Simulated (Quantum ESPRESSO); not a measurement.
# ZrO2 (Fm-3m) in Quantum ESPRESSO: a series of runs

The runs below take ZrO2 through projected density of states, with PBE+U.

Everything below comes from runs of Quantum ESPRESSO 7.5. Logs are shortened: lines on timing, memory, paths and dates and some standing lists are left out, and cuts for length are marked.

**1. The crystal as given**

Symmetry: Fm-3m, No. 225, cubic system. Conventional cell: a = 5.090 Å, b = 5.090 Å, c = 5.090 Å, α = 90.00°, β = 90.00°, γ = 90.00°. Around Zr (site symmetry m-3m) lie 8 O at 2.20 Å. O (site symmetry -43m) is surrounded by 4 Zr at 2.20 Å.

Measurements of this composition are mostly on another form, of space group No. 14.

**2. Projected density of states, PBE+U**

pw.in reads:

```
&CONTROL
  calculation = 'scf'
  prefix = 'pwscf'
  outdir = './tmp'
  pseudo_dir = './pseudo'
  tprnfor = .true.
  tstress = .true.
  disk_io = 'low'
/
&SYSTEM
  ibrav = 0
  nat = 3
  ntyp = 2
  ecutwfc = 55
  ecutrho = 440
  nbnd = 22
  occupations = 'smearing'
  smearing = 'fd'
  degauss = 0.00367493
/
&ELECTRONS
  conv_thr = 6d-10
  electron_maxstep = 120
  mixing_beta = 0.3
/
ATOMIC_SPECIES
Zr    91.2240 Zr_pbe_v1.uspp.F.UPF
O     15.9990 O.pbe-n-kjpaw_psl.0.1.UPF
CELL_PARAMETERS angstrom
   0.0000000000    2.5450727058    2.5450727058
   2.5450727058    0.0000000000    2.5450727058
   2.5450727058    2.5450727058    0.0000000000
ATOMIC_POSITIONS angstrom
Zr     0.0000000000    0.0000000000    0.0000000000
O      3.8176090587    3.8176090587    3.8176090587
O      1.2725363529    1.2725363529    1.2725363529
K_POINTS automatic
9 9 9 0 0 0
HUBBARD {ortho-atomic}
U Zr-4d 5.0
```

nscf.in reads:

```
&CONTROL
  calculation = 'nscf'
  prefix = 'pwscf'
  outdir = './tmp'
  pseudo_dir = './pseudo'
  disk_io = 'low'
/
&SYSTEM
  ibrav = 0
  nat = 3
  ntyp = 2
  ecutwfc = 55
  ecutrho = 440
  nbnd = 22
  occupations = 'tetrahedra_opt'
/
&ELECTRONS
  conv_thr = 1d-08
  electron_maxstep = 120
  mixing_beta = 0.3
  startingwfc = 'random'
/
ATOMIC_SPECIES
Zr    91.2240 Zr_pbe_v1.uspp.F.UPF
O     15.9990 O.pbe-n-kjpaw_psl.0.1.UPF
CELL_PARAMETERS angstrom
   0.0000000000    2.5450727058    2.5450727058
   2.5450727058    0.0000000000    2.5450727058
   2.5450727058    2.5450727058    0.0000000000
ATOMIC_POSITIONS angstrom
Zr     0.0000000000    0.0000000000    0.0000000000
O      3.8176090587    3.8176090587    3.8176090587
O      1.2725363529    1.2725363529    1.2725363529
K_POINTS automatic
14 14 14 0 0 0
HUBBARD {ortho-atomic}
U Zr-4d 5.0
```

projwfc.in reads:

```
&PROJWFC
  prefix = 'pwscf'
  outdir = './tmp'
  filpdos = 'p'
  Emin = -2
  Emax = 23
  DeltaE = 0.05
/
```

Potentials or basis: SSSP 1.3 efficiency PBE.

Run with:

```bash
$ OMP_NUM_THREADS=1 pw.x -in pw.in > pw.out
$ OMP_NUM_THREADS=1 pw.x -in nscf.in > nscf.out
$ OMP_NUM_THREADS=1 projwfc.x -in projwfc.in > projwfc.out
```

pw.out:

```text
This program is part of the open-source Quantum ESPRESSO suite
     for quantum simulation of materials; please cite
         "P. Giannozzi et al., J. Phys.:Condens. Matter 21 395502 (2009);
         "P. Giannozzi et al., J. Phys.:Condens. Matter 29 465901 (2017);
         "P. Giannozzi et al., J. Chem. Phys. 152 154105 (2020);
     in publications or presentations arising from this work. More details at

     file O.pbe-n-kjpaw_psl.0.1.UPF: wavefunction(s)  2P renormalized
     Message from routine setup:
     using ibrav=0 with symmetry is DISCOURAGED, use correct ibrav instead

     G-vector sticks info
     --------------------
     sticks:   dense  smooth     PW     G-vecs:    dense   smooth      PW
     Sum        1393     703    211                34621    12195    2085

     Using Slab Decomposition

     bravais-lattice index     =            0
     lattice parameter (alat)  =       6.8016  a.u.
     unit-cell volume          =     222.4985 (a.u.)^3
     number of atoms/cell      =            3
     number of atomic types    =            2
     number of electrons       =        24.00
     number of Kohn-Sham states=           22
     kinetic-energy cutoff     =      55.0000  Ry
     charge density cutoff     =     440.0000  Ry
     scf convergence threshold =      6.0E-10
     mixing beta               =       0.3000
     number of iterations used =            8  plain     mixing
     Exchange-correlation= SLA  PW   PBX  PBC
                           (   1   4   3   4   0   0   0)
     Hubbard projectors: ortho-atomic
     Hubbard parameters of DFT+U (Dudarev formulation) in eV:
     U(Zr-4d) =  5.0000

     Internal variables: lda_plus_u =T, lda_plus_u_kind = 0

     Internal variables: orbital_resolved =F, hub_pot_fix =F, apply_U = F

     celldm(1)=   6.801647  celldm(2)=   0.000000  celldm(3)=   0.000000
     celldm(4)=   0.000000  celldm(5)=   0.000000  celldm(6)=   0.000000

     crystal axes: (cart. coord. in units of alat)
               a(1) = (   0.000000   0.707107   0.707107 )
               a(2) = (   0.707107   0.000000   0.707107 )
               a(3) = (   0.707107   0.707107   0.000000 )

     reciprocal axes: (cart. coord. in units 2 pi/alat)
               b(1) = ( -0.707107  0.707107  0.707107 )
               b(2) = (  0.707107 -0.707107  0.707107 )
               b(3) = (  0.707107  0.707107 -0.707107 )

     PseudoPot. # 1 for Zr read from file:
     Zr_pbe_v1.uspp.F.UPF
     Pseudo is Ultrasoft + core correction, Zval = 12.0
     Generated by new atomic code, or converted to UPF format
     Using radial grid of  887 points,  6 beta functions with:
                l(1) =   0
                l(2) =   0
                l(3) =   1
                l(4) =   1
                l(5) =   2
                l(6) =   2
     Q(r) pseudized with  6 coefficients,  rinner =    1.200   1.200   1.200
                                                       1.200   1.200

     PseudoPot. # 2 for O  read from file:
     O.pbe-n-kjpaw_psl.0.1.UPF
     Pseudo is Projector augmented-wave + core cor, Zval =  6.0
     Generated using "atomic" code by A. Dal Corso  v.5.0.99 svn rev. 10869
     Shape of augmentation charge: BESSEL
     Using radial grid of 1095 points,  4 beta functions with:
                l(1) =   0
                l(2) =   0
                l(3) =   1
                l(4) =   1
     Q(r) pseudized with 0 coefficients

     atomic species   valence    mass     pseudopotential
     Zr               12.00    91.22400     Zr( 1.00)
     O                 6.00    15.99900     O ( 1.00)

     48 Sym. Ops., with inversion, found

   Cartesian axes

     site n.     atom                  positions (alat units)
         1        Zr     tau(   1) = (   0.0000000   0.0000000   0.0000000  )
         2        O      tau(   2) = (   1.0606602   1.0606602   1.0606602  )
         3        O      tau(   3) = (   0.3535534   0.3535534   0.3535534  )

     number of k points=    35  Fermi-Dirac smearing, width (Ry)=  0.0037
[... 52 lines left out ...]

     =================== HUBBARD OCCUPATIONS ===================
     ------------------------ ATOM    1 ------------------------
     Tr[ns(  1)] =   1.88174
     eigenvalues:
       0.102  0.102  0.245  0.245  0.245
     eigenvectors (columns):
      -0.066  0.998 -0.000 -0.000  0.000
      -0.000  0.000  0.224  0.905  0.362
      -0.000  0.000  0.647 -0.415  0.639
       0.998  0.066  0.000  0.000 -0.000
       0.000 -0.000 -0.729 -0.091  0.679
     occupation matrix ns (before diag.):
       0.102 -0.000 -0.000  0.000  0.000
      -0.000  0.245 -0.000  0.000  0.000
      -0.000 -0.000  0.245  0.000  0.000
       0.000  0.000  0.000  0.102 -0.000
       0.000  0.000  0.000 -0.000  0.245

     Number of occupied Hubbard levels =    1.8817

          k = 0.0000 0.0000 0.0000 (  1471 PWs)   bands (ev):

   -36.3372 -14.1075 -14.1075 -14.1075  -5.5783  -2.9304   7.6939   7.6939
     7.6939  12.1391  12.1391  12.1391  17.3511  17.3511  18.9741  22.3196
    22.3196  22.3196  26.6610  26.6610  26.6610  34.9257

          k = 0.0786 0.0786-0.0786 (  1501 PWs)   bands (ev):

   -36.3319 -14.1869 -14.1152 -14.1152  -5.4087  -3.0329   7.8072   7.8072
     7.9934  11.8262  11.9685  11.9685  17.5271  17.5271  19.3941  21.8382
    22.1318  22.1318  26.4383  27.0584  27.0584  35.4031

          k = 0.1571 0.1571-0.1571 (  1525 PWs)   bands (ev):

   -36.3167 -14.3788 -14.1345 -14.1345  -4.9925  -3.2523   8.1071   8.1071
     8.7389  11.1625  11.5890  11.5890  17.8453  17.8453  19.6433  21.5873
    21.7587  21.7587  25.8794  28.1530  28.1530  34.2658

          k = 0.2357 0.2357-0.2357 (  1528 PWs)   bands (ev):

   -36.2957 -14.5832 -14.1567 -14.1567  -4.5737  -3.3997   8.4741   8.4741
     9.5390  10.5383  11.2221  11.2221  17.9626  17.9626  19.0999  21.5267
    21.5267  22.0481  25.6418  29.7392  29.7392  33.3734

          k = 0.3143 0.3143-0.3143 (  1519 PWs)   bands (ev):

   -36.2754 -14.7104 -14.1712 -14.1712  -4.3725  -3.3902   8.7317   8.7317
     9.9981  10.1726  11.0101  11.0101  17.8861  17.8861  19.0468  21.4959
    21.4959  21.6135  26.2394  31.2097  31.2097  33.3112

          k = 0.1571 0.0000-0.0000 (  1515 PWs)   bands (ev):
[... 157 lines left out ...]
   -36.2834 -14.5658 -14.3977 -14.2047  -3.9536  -3.6373   8.2064   8.7220
     9.5392  10.4442  11.3397  11.9572  17.6994  18.4238  19.7082  19.7479
    20.9265  23.5303  27.1328  28.2909  31.0266  31.7042

          k =-0.0786-0.5500 0.7071 (  1547 PWs)   bands (ev):

   -36.2744 -14.7003 -14.3220 -14.2622  -3.8382  -3.5938   7.3896   9.0102
     9.5115  11.1353  11.4779  12.4107  17.6885  18.5763  19.1153  20.0407
    20.4442  24.5601  27.0390  28.6211  29.2758  29.9673

          k =-0.0000-0.4714 0.6285 (  1533 PWs)   bands (ev):

   -36.2748 -14.6303 -14.4090 -14.2559  -3.8006  -3.5840   7.5926   8.7570
     9.8089  10.7061  11.4819  12.4791  17.8246  18.5774  19.1395  19.7298
    20.5180  24.6472  27.2548  28.3041  29.5287  30.6026

          k =-0.0786-0.3928 0.7071 (  1543 PWs)   bands (ev):

   -36.2771 -14.5626 -14.4641 -14.2566  -3.7078  -3.6837   7.9722   8.3175
    10.0410  10.4676  11.5436  12.3543  18.0419  18.4182  19.3197  19.5332
    20.5433  24.3779  27.8075  28.5938  28.8892  31.2727

     the Fermi energy is    15.4449 ev

!    total energy              =    -182.65449729 Ry
     estimated scf accuracy    <          1.1E-10 Ry
     smearing contrib. (-TS)   =       0.00000000 Ry
     internal energy E=F+TS    =    -182.65449729 Ry

     The total energy is F=E-TS. E is the sum of the following terms:
     one-electron contribution =     -22.96733630 Ry
     hartree contribution      =      27.10072504 Ry
     xc contribution           =     -32.91879635 Ry
     ewald contribution        =    -135.12331163 Ry
     Hubbard energy            =       0.27168013 Ry
     one-center paw contrib.   =     -19.01745819 Ry

     convergence has been achieved in  11 iterations

     negative rho (up, down):  6.618E-02 0.000E+00

     Forces acting on atoms (cartesian axes, Ry/au):

     atom    1 type  1   force =    -0.00000000    0.00000000    0.00000000
     atom    2 type  2   force =     0.00000000    0.00000000   -0.00000000
     atom    3 type  2   force =    -0.00000000   -0.00000000    0.00000000

     Total force =     0.000000     Total SCF correction =     0.000000

     Computing stress (Cartesian axis) and pressure

     negative rho (up, down):  6.618E-02 0.000E+00
          total   stress  (Ry/bohr**3)                   (kbar)     P=       97.78
   0.00066472  -0.00000000   0.00000000           97.78       -0.00        0.00
  -0.00000000   0.00066472  -0.00000000           -0.00       97.78       -0.00
  -0.00000000  -0.00000000   0.00066472           -0.00       -0.00       97.78

=------------------------------------------------------------------------------=
   JOB DONE.
=------------------------------------------------------------------------------=
```

Run time: 93 s. Hardware: 1 thread of Arm Neoverse V1, shared host; peak memory 0.18 GiB.

Results:

| Property | Result |
| --- | --- |
| Free energy | -2485.1410 eV |
| Pressure | 9.8 GPa |
| Band gap on the k mesh | 4.70 eV, indirect (least direct gap 4.87 eV) |
| Loewdin charges | Zr +1.16; O -0.55 e |

Levels at points of the mesh, in eV from the valence-band top:
```csv
k point,band 9,band 10,band 11,band 12,band 13,band 14,band 15,band 16
"(0.00, 0.00, 0.00)",-4.96,-0.51,-0.51,-0.51,4.70,4.70,6.32,9.67
```

States per cell in windows of 1 eV (zero at the valence-band top; states under -8 eV left out):
| from (eV) | total | Zr#1 d wfc3 | O#2 p wfc2 | O#3 p wfc2 | Zr#1 p wfc5 | O#2 s wfc1 | O#3 s wfc1 |
| --- | --- | --- | --- | --- | --- | --- | --- |
| -8.0 | 0.00 | 0.00 | 0.00 | 0.00 | 0.00 | 0.00 | 0.00 |
| -7.0 | 0.00 | 0.00 | 0.00 | 0.00 | 0.00 | 0.00 | 0.00 |
| -6.0 | 0.23 | 0.04 | 0.08 | 0.08 | 0.00 | 0.00 | 0.00 |
| -5.0 | 2.54 | 0.58 | 0.90 | 0.90 | 0.08 | 0.01 | 0.01 |
| -4.0 | 2.77 | 0.40 | 1.08 | 1.08 | 0.08 | 0.02 | 0.02 |
| -3.0 | 1.62 | 0.16 | 0.66 | 0.66 | 0.05 | 0.02 | 0.02 |
| -2.0 | 2.97 | 0.27 | 1.28 | 1.28 | 0.07 | 0.01 | 0.01 |
| -1.0 | 1.91 | 0.09 | 0.88 | 0.88 | 0.02 | 0.00 | 0.00 |
| 0.0 | 0.00 | 0.00 | 0.00 | 0.00 | 0.00 | 0.00 | 0.00 |
| 1.0 | 0.00 | 0.00 | 0.00 | 0.00 | 0.00 | 0.00 | 0.00 |
| 2.0 | 0.00 | 0.00 | 0.00 | 0.00 | 0.00 | 0.00 | 0.00 |
| 3.0 | 0.00 | 0.00 | 0.00 | 0.00 | 0.00 | 0.00 | 0.00 |
| 4.0 | 0.28 | 0.25 | 0.01 | 0.01 | 0.00 | 0.00 | 0.00 |
| 5.0 | 3.59 | 3.26 | 0.13 | 0.13 | 0.01 | 0.01 | 0.01 |
| 6.0 | 1.63 | 1.14 | 0.04 | 0.04 | 0.09 | 0.12 | 0.12 |
| 7.0 | 2.16 | 1.40 | 0.17 | 0.17 | 0.15 | 0.08 | 0.08 |

Eigenvalues of the final occupation matrices:
```tsv
site	spin	trace	eigenvalues
Zr 1 4d	each	0.94	0.10 0.10 0.25 0.25 0.25
```

Caveat: an odd mesh through Γ misses points on the zone boundary, where band edges often lie.

**3. Projected density of states, PBE+U**

Changes to pw.in since step 2:

```diff
@@ -39,2 +39,2 @@
 HUBBARD {ortho-atomic}
-U Zr-4d 5.0
+U Zr-4d 6.0
```

Changes to nscf.in since step 2:

```diff
@@ -36,2 +36,2 @@
 HUBBARD {ortho-atomic}
-U Zr-4d 5.0
+U Zr-4d 6.0
```

projwfc.in reads:

```
&PROJWFC
  prefix = 'pwscf'
  outdir = './tmp'
  filpdos = 'p'
  Emin = 2
  Emax = 27
  DeltaE = 0.05
/
```

Potentials or basis: SSSP 1.3 efficiency PBE.

Run with:

```bash
$ OMP_NUM_THREADS=1 pw.x -in pw.in > pw.out
$ OMP_NUM_THREADS=1 pw.x -in nscf.in > nscf.out
$ OMP_NUM_THREADS=1 projwfc.x -in projwfc.in > projwfc.out
```

Wall time 94 s (1 thread of Arm Neoverse V1, shared host); peak memory 0.18 GiB.

The run converged. Its results:

- Free energy: -2484.4093 eV
- Pressure: 11.3 GPa
- Band gap on the k mesh: 4.99 eV, indirect (least direct gap 5.09 eV)
- Loewdin charges: Zr +1.20; O -0.57 e

Levels at points of the mesh, in eV from the valence-band top:
```tsv
k point	band 9	band 10	band 11	band 12	band 13	band 14	band 15	band 16
(0.00, 0.00, 0.00)	-4.91	-0.52	-0.52	-0.52	4.99	4.99	6.26	9.73
```

States per cell in windows of 0.5 eV (zero at the valence-band top; states under -8 eV left out):
```
from (eV)  total  Zr#1 d wfc3  O#2 p wfc2  O#3 p wfc2  Zr#1 p wfc5  O#2 s wfc1  O#3 s wfc1
     -8.0   0.00         0.00        0.00        0.00         0.00        0.00        0.00
     -7.5   0.00         0.00        0.00        0.00         0.00        0.00        0.00
     -7.0   0.00         0.00        0.00        0.00         0.00        0.00        0.00
     -6.5   0.00         0.00        0.00        0.00         0.00        0.00        0.00
     -6.0   0.00         0.00        0.00        0.00         0.00        0.00        0.00
     -5.5   0.20         0.04        0.07        0.07         0.00        0.00        0.00
     -5.0   0.82         0.18        0.29        0.29         0.02        0.00        0.00
     -4.5   1.71         0.38        0.61        0.61         0.06        0.00        0.00
     -4.0   1.61         0.25        0.62        0.62         0.04        0.01        0.01
     -3.5   1.20         0.15        0.48        0.48         0.04        0.01        0.01
     -3.0   0.72         0.07        0.29        0.29         0.02        0.01        0.01
     -2.5   0.89         0.08        0.37        0.37         0.03        0.01        0.01
     -2.0   1.14         0.10        0.48        0.48         0.03        0.01        0.01
     -1.5   1.80         0.17        0.78        0.78         0.04        0.01        0.01
     -1.0   1.53         0.08        0.70        0.70         0.01        0.00        0.00
     -0.5   0.33         0.01        0.16        0.16         0.00        0.00        0.00
      0.0   0.00         0.00        0.00        0.00         0.00        0.00        0.00
      0.5   0.00         0.00        0.00        0.00         0.00        0.00        0.00
      1.0   0.00         0.00        0.00        0.00         0.00        0.00        0.00
      1.5   0.00         0.00        0.00        0.00         0.00        0.00        0.00
      2.0   0.00         0.00        0.00        0.00         0.00        0.00        0.00
      2.5   0.00         0.00        0.00        0.00         0.00        0.00        0.00
      3.0   0.00         0.00        0.00        0.00         0.00        0.00        0.00
      3.5   0.00         0.00        0.00        0.00         0.00        0.00        0.00
      4.0   0.00         0.00        0.00        0.00         0.00        0.00        0.00
      4.5   0.00         0.00        0.00        0.00         0.00        0.00        0.00
      5.0   1.97         1.74        0.08        0.08         0.01        0.01        0.01
      5.5   1.44         1.33        0.04        0.04         0.00        0.00        0.00
      6.0   0.75         0.68        0.01        0.01         0.01        0.01        0.01
      6.5   1.34         0.93        0.04        0.04         0.08        0.09        0.09
      7.0   1.03         0.63        0.06        0.06         0.10        0.06        0.06
      7.5   1.04         0.71        0.10        0.10         0.05        0.03        0.03
```

Eigenvalues of the final occupation matrices:
```tsv
site	spin	trace	eigenvalues
Zr 1 4d	each	0.92	0.10 0.10 0.24 0.24 0.24
```

Caveat: an odd mesh through Γ misses points on the zone boundary, where band edges often lie.

**4. Projected density of states, PBE+U**

Changes to pw.in since step 3:

```diff
@@ -39,2 +39,2 @@
 HUBBARD {ortho-atomic}
-U Zr-4d 6.0
+U Zr-4d 8.0
```

Changes to nscf.in since step 3:

```diff
@@ -36,2 +36,2 @@
 HUBBARD {ortho-atomic}
-U Zr-4d 6.0
+U Zr-4d 8.0
```

projwfc.in is that of step 3.

Run with:

```bash
$ OMP_NUM_THREADS=1 pw.x -in pw.in > pw.out
$ OMP_NUM_THREADS=1 pw.x -in nscf.in > nscf.out
$ OMP_NUM_THREADS=1 projwfc.x -in projwfc.in > projwfc.out
```

Run time: 94 s. Hardware: 1 thread of Arm Neoverse V1, shared host; peak memory 0.18 GiB.

The run converged. Its results:

| Quantity | Value |
| --- | --- |
| Free energy | -2482.9918 eV |
| Pressure | 14.4 GPa |
| Band gap on the k mesh | 5.49 eV, indirect (least direct gap 5.55 eV) |
| Loewdin charges | Zr +1.27; O -0.60 e |

Levels at points of the mesh, in eV from the valence-band top:
| k point | band 9 | band 10 | band 11 | band 12 | band 13 | band 14 | band 15 | band 16 |
| --- | --- | --- | --- | --- | --- | --- | --- | --- |
| (0.00, 0.00, 0.00) | -4.80 | -0.53 | -0.53 | -0.53 | 5.61 | 5.61 | 6.14 | 9.88 |

States per cell in windows of 1 eV (zero at the valence-band top; states under -8 eV left out):
```
from (eV)  total  Zr#1 d wfc3  O#2 p wfc2  O#3 p wfc2  Zr#1 p wfc5  O#2 s wfc1  O#3 s wfc1
     -8.0   0.00         0.00        0.00        0.00         0.00        0.00        0.00
     -7.0   0.00         0.00        0.00        0.00         0.00        0.00        0.00
     -6.0   0.19         0.03        0.07        0.07         0.00        0.00        0.00
     -5.0   2.50         0.50        0.91        0.91         0.08        0.01        0.01
     -4.0   2.87         0.39        1.13        1.13         0.09        0.02        0.02
     -3.0   1.64         0.15        0.68        0.68         0.06        0.02        0.02
     -2.0   2.90         0.24        1.25        1.25         0.07        0.01        0.01
     -1.0   1.86         0.08        0.86        0.86         0.01        0.00        0.00
      0.0   0.00         0.00        0.00        0.00         0.00        0.00        0.00
      1.0   0.00         0.00        0.00        0.00         0.00        0.00        0.00
      2.0   0.00         0.00        0.00        0.00         0.00        0.00        0.00
      3.0   0.00         0.00        0.00        0.00         0.00        0.00        0.00
      4.0   0.00         0.00        0.00        0.00         0.00        0.00        0.00
      5.0   1.83         1.59        0.07        0.07         0.02        0.02        0.02
      6.0   3.38         2.84        0.07        0.07         0.10        0.10        0.10
      7.0   1.90         1.23        0.11        0.11         0.16        0.09        0.09
```

Eigenvalues of the final occupation matrices:
```tsv
site	spin	trace	eigenvalues
Zr 1 4d	each	0.87	0.09 0.09 0.23 0.23 0.23
```

Caveat: an odd mesh through Γ misses points on the zone boundary, where band edges often lie.

**5. Summary**

```csv
U,gap on the mesh (eV),pressure (GPa)
Zr d U = 5 eV,4.70,9.8
Zr d U = 6 eV,4.99,11.3
Zr d U = 8 eV,5.49,14.4
```

Alike in all rows: task projected density of states; level PBE+U; potentials or basis SSSP 1.3 efficiency PBE; no spin polarisation; cell as given; k mesh 9 × 9 × 9; cutoff (eV) 748; smearing fermi-dirac 0.05 eV.

On the cell as given the gap runs from 4.70 eV (PBE+U) to 5.49 eV (PBE+U).

Caveats: an odd mesh through Γ misses points on the zone boundary, where band edges often lie.

Total energies depend on the potentials used, so only differences within one code and one set of settings carry meaning.
